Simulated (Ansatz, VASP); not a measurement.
One calculation of Ag, two programs

```
Ag
1.0
     0.00000    2.04310    2.12482
     2.04310    0.00000    2.12482
     2.04310    2.04310    0.00000
Ag
1
Direct
  0.00000 0.00000 0.00000
```

Change from the starting cell: strain +0.000 along x and y, +0.040 along z, atoms carried along.

Alike in both runs: task single point; functional PBE; k mesh 20 × 20 × 20; occupations gaussian, width 0.15 eV; no spin polarisation.

```csv
,VASP,Ansatz
version,VASP 6.6.1,Ansatz 0.2.0
potentials or method,"VASP PAW PBE potentials, release 64 (Ag)","scalar-relativistic, plane waves, PAW"
plane-wave cutoff (eV),520,420
valence electrons in the cell,11,19
```

```csv
,VASP,Ansatz,Ansatz less VASP
gap on the k mesh at the Fermi level (eV),none,none,-
pressure (GPa),0.4,0.6,+0.12
largest component of the traceless stress (GPa),1.07,1.08,+0.004
```

A gap of «none» marks a metal or a gap that the smearing closes. The two sets of potentials don't hold the same shells in valence.
